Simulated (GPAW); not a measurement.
## ZrSe2 (P-3m1): one start, several treatments of the self-energy

How much does the gap of ZrSe2 (P-3m1) depend on the approximation to the self-energy?

Method: LDA and many-body steps on it, plane waves, in GPAW 26.7.0.

The database entry behind the starting cell differs from later determinations by our own check (c about 0.8 % long), so it need not match the best structure at ambient conditions.

## (1) Starting point

The structure is trigonal, space group P-3m1 (No. 164). Conventional cell: a = 3.798 Å, b = 3.798 Å, c = 6.192 Å, α = 90.00°, β = 90.00°, γ = 120.00°. Nearest to Zr lie 6 Se at 2.68 Å. Se has 3 Zr at 2.68 Å nearest. Farther neighbours and most contacts between anions are not listed.

As a file:

```xyz
3
Lattice="3.7980 0.0000 0.0000 -1.8990 3.2892 0.0000 0.0000 0.0000 6.1920" Properties=species:S:1:pos:R:3 pbc="T T T"
Zr    0.0000    0.0000    0.0000
Se    0.0000    2.1928    1.5480
Se    1.8990    1.0964    4.6440
```

The cell and positions come from the Crystallography Open Database and are kept as given unless a step says otherwise.

## (2) Empty states on the mesh, 6×6×4 mesh, 185 bands

This step: GPAW 26.7.0; DFT, LDA, plane waves, PAW.

The sums over transitions need many empty states on a uniform mesh; this step solves for them.

run.py

```python
import json
import numpy as np
from gpaw.mpi import world
from gpaw import GPAW

calc = GPAW('gs.gpw').fixed_density(kpts={'size': (6, 6, 4), 'gamma': True},
    parallel={'domain': 1, 'band': 1},
    txt='nscf.txt')
calc.diagonalize_full_hamiltonian(nbands=185)
calc.write('full.gpw', mode='all')
res = {}
kpts = calc.get_ibz_k_points()
res['kpts'] = kpts
res['eigenvalues'] = [calc.get_eigenvalues(kpt=k) for k in range(len(kpts))]
res['n_electrons'] = calc.get_number_of_electrons()

if world.rank == 0:
    with open('result.json', 'w') as f:
        json.dump(res, f, default=lambda x: x.tolist())
```

Command:

```sh
$ mpirun -n 8 gpaw python run.py
```

Numbers of over 12 decimals in the logs are rounded to 6 here.

Log:

```text
Diagonalizing LCAO Hamiltonian
Converting LCAO to pw mode
convergence criteria:
- Maximum integral of absolute [eigenst]ate change: 4e-08 eV^2 / valence electron
maximum number of iterations: 100

SCF iterations
|iter     |     time |      energy | eigst |  dens |
|iter:   1|  |             | +0.67 |       |
|iter:   2|  |             | -1.17 |       |
|iter:   3|  |             | -2.09 |       |
[...]
|iter:   8|  |             | -6.81 |       |
|iter:   9|  |             | -7.34 |       |
|iter:  10|  |             | -7.74c|       |
SCF steps: 10
  __  _  _
 | _ |_)|_||  |
 |__||  | ||/\| - 26.7.0

Input parameters:
  mode=PW(ecut=450.000000),
  convergence={'density': 1e-06, 'bands': -3},
  gpts=array([20, 20, 32]),
  kpts=MonkhorstPack(size=(6, 6, 4), gamma=True),
  maxiter=100,
  nbands=19,
  occupations=Occupations(name='fermi-dirac', width=0.001, fixmagmom=False),
  parallel={'domain': 1, 'band': 1},
  xc=XC(name='LDA')
Matrix size: 1713x1713
# Writing to full.gpw (mode='all')
  [... matrices ...]

timing:  # [seconds]
  Total: 14.726  # ━━━━━━━━━━━━━━━━━━━━━━━━━━━━━━━━━━━━━━━━━━━━━━━━━━━━━━━━━━
```

Run time: 21 s. Hardware: 8 MPI ranks of Intel Xeon Platinum 8259CL at 2.50GHz (Skylake/Cascade Lake), shared host; peak memory 3.1 GiB.

Numbers from this step:

```yaml
gap: 0.2860 eV
k_of_the_valence_top: 0, 0, 0
k_of_the_conduction_bottom: 0.5, 0.5, 0.5
least_direct_gap: 0.9678 eV
k_points_computed: 24
lowest_point_of_the_top_converged_band_above_the_valence_top: 87.7957 eV
```

On this mesh the gap is 0.286 eV.

## (3) G0W0, Godby-Needs plasmon pole

G0W0 replaces the xc potential by the self-energy, built once from these orbitals. Only a window of levels is corrected, while the sums run over the empty bands that the input names.

This step: G0W0 on LDA, plane waves, PAW.

run.py

```python
import json
import numpy as np
from gpaw.mpi import world
from gpaw.response.g0w0 import G0W0

gw = G0W0('full.gpw',
    filename='gw',
    kpts=[0, 23],
    bands=(10, 14),
    ecut=100,
    nbands=175,
    integrate_gamma='WS',
    ppa=True)
gw.calculate()
res = {mode: {k: v for k, v in r.items() if k != 'sigma_eskwn'}
       for mode, r in gw.all_results.items()}

if world.rank == 0:
    with open('result.json', 'w') as f:
        json.dump(res, f, default=lambda x: x.tolist())
```

Command:

```sh
$ mpirun -n 8 gpaw python run.py
```

Log:

```text
Using integrator: PointIntegrator
FrequencyGridDescriptor(from 0.000+0.000j to 0.000+27.211j eV, 2 points)
Nonperiodic BCs:  [False False False]
Using integrator: PointIntegrator
FrequencyGridDescriptor(from 0.000+0.000j to 0.000+27.211j eV, 2 points)
Nonperiodic BCs:  [False False False]
  ___  _ _ _
 |   || | | |
 | | || | | |
 |__ ||_____|
 |___|

BZ k-points: Symmetries present (total): 12

  [... matrices ...]
144 k-points: 6 x 6 x 4 Monkhorst-Pack grid + [1/12,1/12,1/8]
24 k-points in the irreducible part of the Brillouin zone
       k-points in crystal coordinates                weights
   0:     0.00000000    0.00000000    0.00000000          1/144
   1:     0.00000000    0.00000000    0.25000000          2/144
   2:     0.00000000    0.00000000    0.50000000          1/144
   3:     0.16666667    0.00000000   -0.25000000          6/144
   4:     0.16666667    0.00000000    0.00000000          6/144
   5:     0.16666667    0.00000000    0.25000000          6/144
   6:     0.16666667    0.00000000    0.50000000          6/144
   7:     0.33333333   -0.16666667    0.00000000          6/144
   8:     0.33333333   -0.16666667    0.25000000         12/144
   9:     0.33333333   -0.16666667    0.50000000          6/144
          ...
  23:     0.50000000    0.50000000    0.50000000          3/144

Distributing spins, k-points and bands (1 x 2 x 4) over 8 processes
Number of blocks: 1

Quasi particle states:
k-points (IBZ indices): [0, 23]
Band range: (10, 14)
  [... matrices ...]
Computational parameters:
Plane wave cut-off: 100 eV
Number of bands: 175
Coulomb cutoff: None
Broadening: 0.1 eV

fxc modes: GW
Kernel: RPA
Using Godby-Needs plasmon-pole approximation:
  Fitting energy: i*E0, E0 = 1.000 Hartree
Summing all q:

Calculating screened Coulomb potential
No Coulomb truncation
FrequencyGridDescriptor(from 0.000+0.000j to 0.000+27.211j eV, 2 points)
Removing empty qpoint cache files...

Calculating chi0 body with:
    Ground state adapter containing:
    Number of spins: 1
    Number of kpoints: 144
    Number of irreducible kpoints: 24
    Number of completely occupied states: 12
    Number of partially occupied states: 12
    Occupied states memory: 2.34375 M / cpu

    Linear response parametrization:
    q_c: [1.3877787807814457e-17, 1.3877787807814457e-17, 0.0]
    Number of frequency points: 2
    Planewave cutoff: 100.0
    Number of bands: 175
    Number of planewaves: 161
    Broadening (eta): 1e-06
    comm.size: 8
    kncomm.size: 8
    blockcomm.size: 1

    Memory estimate of potentially large arrays:
        chi0_wGG: 0.791046 M / cpu
Integrating chi0 body.

Symmetries of q_c:
    Direct symmetries (Uq -> q): 12
    Indirect symmetries (TUq -> q): 0
In total 12 allowed symmetries.

  [... matrices ...]
24 groups of equivalent kpoints. 83.333333% reduction.

Integral kind: response function
Integrating chi0 head and wings.

Symmetries of q_c:
    Direct symmetries (Uq -> q): 12
    Indirect symmetries (TUq -> q): 0
In total 12 allowed symmetries.

  [... matrices ...]
24 groups of equivalent kpoints. 83.333333% reduction.

Integral kind: response function wings

Calculating chi0 body with:
    Ground state adapter containing:
    Number of spins: 1
    Number of kpoints: 144
    Number of irreducible kpoints: 24
    Number of completely occupied states: 12
    Number of partially occupied states: 12
[... the further q-points ...]

Results:
f:      Occupation numbers
eps:     KS-eigenvalues [eV]
vxc:     KS vxc [eV]
exx:     Exact exchange [eV]
sigma:   Self-energies [eV]
dsigma:  Self-energy derivatives
Z:       Renormalization factors
qp:      QP-energies [eV]

k-point 0 (0): (0.000, 0.000, 0.000)                GW
band       f     eps     vxc     exx   sigma  dsigma       Z      qp
                                                                   GW
  10   1.000   5.303 -16.066 -17.461   1.291  -0.276   0.784   5.221
  11   1.000   5.353 -15.796 -17.313   1.400  -0.278   0.782   5.261
  12   0.000   6.321 -16.225 -10.600  -4.382  -0.287   0.777   7.286
  13   0.000   6.321 -16.225 -10.600  -4.382  -0.287   0.777   7.286

k-point 1 (23): (0.500, 0.500, 0.500)                GW
band       f     eps     vxc     exx   sigma  dsigma       Z      qp
                                                                   GW
  10   1.000   4.305 -15.476 -17.514   1.771  -0.283   0.779   4.097
  11   1.000   4.380 -15.356 -17.366   1.759  -0.286   0.777   4.186
  12   0.000   5.639 -14.785  -9.973  -3.856  -0.277   0.783   6.388
  13   0.000   7.775 -17.949 -10.989  -5.370  -0.302   0.768   8.995
```

Elapsed: 2.8 min, on 8 MPI ranks; peak memory 2.6 GiB.

Numbers from this step:

```
G0W0 gap on the points computed              : 1.126 eV
least direct G0W0 gap on the computed points : 2.025 eV
Z at the valence top                         : 0.7823
Z at the conduction bottom                   : 0.7831
starting gap on the mesh                     : 0.2860 eV
k of the valence top                         : 0, 0, 0
k of the conduction bottom                   : 0.5, 0.5, 0.5
```

The gap on the mesh goes from 0.29 eV to 1.13 eV, a correction of +0.84 eV.

## (4) G0W0, full frequency, Hilbert transform

Changes to run.py since step 3:

```diff
@@ -12,3 +12,5 @@
     integrate_gamma='WS',
-    ppa=True)
+    frequencies={'type': 'nonlinear', 'domega0': 0.1, 'omega2': 15.0},
+    eta=0.1,
+    nblocksmax=True)
 gw.calculate()
```

Command:

```sh
$ mpirun -n 8 gpaw python run.py
```

Log:

```text
Using integrator: PointIntegrator
NonLinearFrequencyDescriptor(from 0.000 to 138.332 eV, 288 points)
Nonperiodic BCs:  [False False False]
Using integrator: PointIntegrator
NonLinearFrequencyDescriptor(from 0.000 to 138.332 eV, 288 points)
Nonperiodic BCs:  [False False False]
  ___  _ _ _
 |   || | | |
 | | || | | |
 |__ ||_____|
 |___|

BZ k-points: Symmetries present (total): 12

  [... matrices ...]
144 k-points: 6 x 6 x 4 Monkhorst-Pack grid + [1/12,1/12,1/8]
24 k-points in the irreducible part of the Brillouin zone
       k-points in crystal coordinates                weights
   0:     0.00000000    0.00000000    0.00000000          1/144
   1:     0.00000000    0.00000000    0.25000000          2/144
   2:     0.00000000    0.00000000    0.50000000          1/144
[...]
9:     0.33333333   -0.16666667    0.50000000          6/144
          ...
  23:     0.50000000    0.50000000    0.50000000          3/144

Distributing spins, k-points and bands (1 x 2 x 4) over 1 process
Number of blocks: 8

Quasi particle states:
k-points (IBZ indices): [0, 23]
Band range: (10, 14)
  [... matrices ...]
Computational parameters:
Plane wave cut-off: 100 eV
Number of bands: 175
Coulomb cutoff: None
Broadening: 0.1 eV

fxc modes: GW
Kernel: RPA
Using full-frequency real axis integration
Summing all q:

Calculating screened Coulomb potential
No Coulomb truncation
NonLinearFrequencyDescriptor(from 0.000 to 138.332 eV, 288 points)
Removing empty qpoint cache files...

Calculating chi0 body with:
    Ground state adapter containing:
    Number of spins: 1
    Number of kpoints: 144
    Number of irreducible kpoints: 24
    Number of completely occupied states: 12
    Number of partially occupied states: 12
    Occupied states memory: 2.34375 M / cpu

[...]
Number of frequency points: 288
    Planewave cutoff: 100.0
    Number of bands: 175
    Number of planewaves: 161
    Broadening (eta): 0.1
    comm.size: 8
    kncomm.size: 1
    blockcomm.size: 8

    Memory estimate of potentially large arrays:
        chi0_wGG: 14.238831 M / cpu
Integrating chi0 body.

Symmetries of q_c:
    Direct symmetries (Uq -> q): 12
    Indirect symmetries (TUq -> q): 0
In total 12 allowed symmetries.

  [... matrices ...]
24 groups of equivalent kpoints. 83.333333% reduction.

Integral kind: spectral function
Integrating chi0 head and wings.

Symmetries of q_c:
    Direct symmetries (Uq -> q): 12
    Indirect symmetries (TUq -> q): 0
In total 12 allowed symmetries.

  [... matrices ...]
24 groups of equivalent kpoints. 83.333333% reduction.

Integral kind: spectral function wings
1155.067714691162s |

Calculating chi0 body with:
    Ground state adapter containing:
    Number of spins: 1
    Number of kpoints: 144
    Number of irreducible kpoints: 24
    Number of completely occupied states: 12
    Number of partially occupied states: 12
[... the further q-points ...]

Results:
f:      Occupation numbers
eps:     KS-eigenvalues [eV]
vxc:     KS vxc [eV]
exx:     Exact exchange [eV]
sigma:   Self-energies [eV]
dsigma:  Self-energy derivatives
Z:       Renormalization factors
qp:      QP-energies [eV]

k-point 0 (0): (0.000, 0.000, 0.000)                GW
band       f     eps     vxc     exx   sigma  dsigma       Z      qp
                                                                   GW
  10   1.000   5.303 -16.066 -17.461   1.263  -0.344   0.744   5.205
  11   1.000   5.353 -15.796 -17.313   1.375  -0.350   0.741   5.248
  12   0.000   6.321 -16.225 -10.600  -4.349  -0.396   0.717   7.234
[...]
k-point 1 (23): (0.500, 0.500, 0.500)                GW
band       f     eps     vxc     exx   sigma  dsigma       Z      qp
                                                                   GW
[...]
12   0.000   5.639 -14.785  -9.973  -3.810  -0.364   0.733   6.374
  13   0.000   7.775 -17.949 -10.989  -5.426  -0.407   0.711   8.865
```

It took 5 min on 8 MPI ranks; peak memory 2.9 GiB.

This step gave:

- G0W0 gap on the points computed: 1.127 eV
- least direct G0W0 gap on the computed points: 1.987 eV
- Z at the valence top: 0.7409
- Z at the conduction bottom: 0.7333
- starting gap on the mesh: 0.2860 eV
- k of the valence top: 0, 0, 0
- k of the conduction bottom: 0.5, 0.5, 0.5

Against G0W0 in GPAW (6×6×4 mesh, 175 bands, screening to 100 eV, Godby-Needs plasmon pole), the gap moves by +0.0004 eV.

## (5) G0W0, multipole

Changes to run.py since step 4:

```diff
@@ -12,5 +12,3 @@
     integrate_gamma='WS',
-    frequencies={'type': 'nonlinear', 'domega0': 0.1, 'omega2': 15.0},
-    eta=0.1,
-    nblocksmax=True)
+    mpa={'npoles': 4, 'wrange': [0, 40], 'varpi': 20.0, 'eta0': 0.01, 'eta_rest': 1.0, 'alpha': 1})
 gw.calculate()
```

Command:

```sh
$ mpirun -n 8 gpaw python run.py
```

Log:

```text
Using integrator: PointIntegrator
FrequencyGridDescriptor(from 0.000+0.010j to 40.000+20.000j eV, 8 points)
Nonperiodic BCs:  [False False False]
Using integrator: PointIntegrator
FrequencyGridDescriptor(from 0.000+0.010j to 40.000+20.000j eV, 8 points)
Nonperiodic BCs:  [False False False]
  ___  _ _ _
 |   || | | |
 | | || | | |
 |__ ||_____|
 |___|

BZ k-points: Symmetries present (total): 12

  [... matrices ...]
144 k-points: 6 x 6 x 4 Monkhorst-Pack grid + [1/12,1/12,1/8]
24 k-points in the irreducible part of the Brillouin zone
[...]
GW
  10   1.000   5.303 -16.066 -17.461   1.281  -0.323   0.756   5.216
  11   1.000   5.353 -15.796 -17.313   1.395  -0.330   0.752   5.261
  12   0.000   6.321 -16.225 -10.600  -4.362  -0.359   0.736   7.249
[...]
k-point 1 (23): (0.500, 0.500, 0.500)                GW
band       f     eps     vxc     exx   sigma  dsigma       Z      qp
                                                                   GW
[...]
12   0.000   5.639 -14.785  -9.973  -3.815  -0.339   0.747   6.384
  13   0.000   7.775 -17.949 -10.989  -5.430  -0.408   0.710   8.861
```

It took 4.5 min on 8 MPI ranks; peak memory 2.9 GiB; 36 min of CPU time.

This step gave:

```
G0W0 gap on the points computed              : 1.123 eV
least direct G0W0 gap on the computed points : 1.989 eV
starting gap on the mesh                     : 0.2860 eV
k of the valence top                         : 0, 0, 0
k of the conduction bottom                   : 0.5, 0.5, 0.5
```

Against G0W0 in GPAW (6×6×4 mesh, 175 bands, screening to 100 eV, Godby-Needs plasmon pole), the gap moves by −0.003 eV.

## (6) The runs together

Times are wall times on 8 MPI ranks of Intel Xeon Platinum 8259CL at 2.50GHz (Skylake/Cascade Lake), shared host, good to a factor of about two.

```tsv
run	mesh	bands	screening cutoff (eV)	DFT gap (eV)	gap on the mesh (eV)	direct (eV)	time
G0W0, Godby-Needs plasmon pole	6×6×4	175	100	0.286	1.126	2.025	2.8 min
G0W0, full frequency, Hilbert transform	6×6×4	175	100	0.286	1.127	1.987	5 min
G0W0, multipole	6×6×4	175	100	0.286	1.123	1.989	4.5 min
```

## (7) Outcome

```
G0W0, Godby-Needs plasmon pole          : 1.126 eV
G0W0, full frequency, Hilbert transform : 1.127 eV
G0W0, multipole                         : 1.123 eV
known limits                            : not at the basis limit; no spin-orbit coupling; coarse k mesh
```

G0W0, full frequency, Hilbert transform: no change against G0W0, Godby-Needs plasmon pole. G0W0, multipole: −0.003 eV against G0W0, Godby-Needs plasmon pole. Bands and cutoff are finite, so the gap is not at the basis limit. The miss can reach some tenths of an eV and take either sign; the mesh is an error of its own. These stock PAW sets were not made for GW; the filled d or f shell of Se lies in the frozen core, which bears on start and correction. In the G0W0 runs levels were corrected at 2 k points alone, so a gap called «on the mesh» is the least over those, and an edge elsewhere would be missed. The 6×6×4 mesh is coarse for this cell, which bears on the long-range parts of exchange and screening. The many-body steps are scalar-relativistic: spin-orbit coupling is not in them.

[Paths, hosts, dates, memory and timing lines, banners, echoed tables and standing remarks are left out of the program output.]

[Logs are printed without paths, hosts, clocks, repeated set-up lines and the standing remarks that a program may print on its own settings, such as how far it seeks lower states.]

[Runs of the session that timed out or met a known fault of the program may be left out.]

[Hosts, paths, dates, database ids (printed as entryN), source tags and the programs' standing remarks are cut or masked in the printed files.]
